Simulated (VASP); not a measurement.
Write the native input for VASP 6.6.1 that does the following.

```yaml
Task: single point
Functional: PBEsol
Potentials_or_basis: VASP PAW PBE potentials, release 64 (Ti_sv, Al)
Cutoff: 520 eV
k_mesh: 16 × 16 × 16
Occupations: gaussian, width 0.15 eV
Spin: no spin polarisation
Dipole_correction: no
Further_INCAR_settings: ALGO = Normal; EDIFF = 1e-06; NBANDS = 14
```

The structure of TiAl lies in POSCAR:

```
TiAl
1.0
    3.1841665780      0.0000000000      0.0000000000
    0.0000000000      3.1841665780      0.0000000000
    0.0000000000      0.0000000000      3.1841665780
Ti Al
1 1
Direct
    0.0000000000      0.0000000000      0.0000000000
    0.5000000000      0.5000000000      0.5000000000
```

The cell comes from a database or a generator and needn't be the stable form of this composition.

The cell isn't the ideal one: volume 16.142 Å^3 an atom, c/a of the conventional cell 1.0000.

One way to write it, as run:

INCAR

```
ALGO = Normal ; EDIFF = 1E-6
ENCUT = 520 ; GGA = PS
ISIF = 2 ; ISMEAR = 0
LASPH = True ; LCHARG = False
LREAL = False ; LWAVE = False
NBANDS = 14 ; NELM = 100
PREC = Accurate ; SIGMA = 0.15
```

KPOINTS

```
k-points
0
Gamma
  16 16 16
```

Potentials or basis: VASP PAW PBE potentials, release 64 (Ti_sv, Al).

Command:

```console
$ cat potpaw_PBE.64/Ti_sv/POTCAR potpaw_PBE.64/Al/POTCAR > POTCAR
$ mpirun -np 1 vasp_std > vasp.out
```

Results of the run:

The pressure is -2.9 GPa. The band gap on the k mesh is none (metal or under the smearing width).

Caveat: the PAW data sets were made with another functional, which shifts forces and pressure a little.

Wall time 15 s on 1 thread of Intel(R) Xeon(R) 6975P-C (Granite Rapids), on a shared host, peak memory 0.19 GiB.
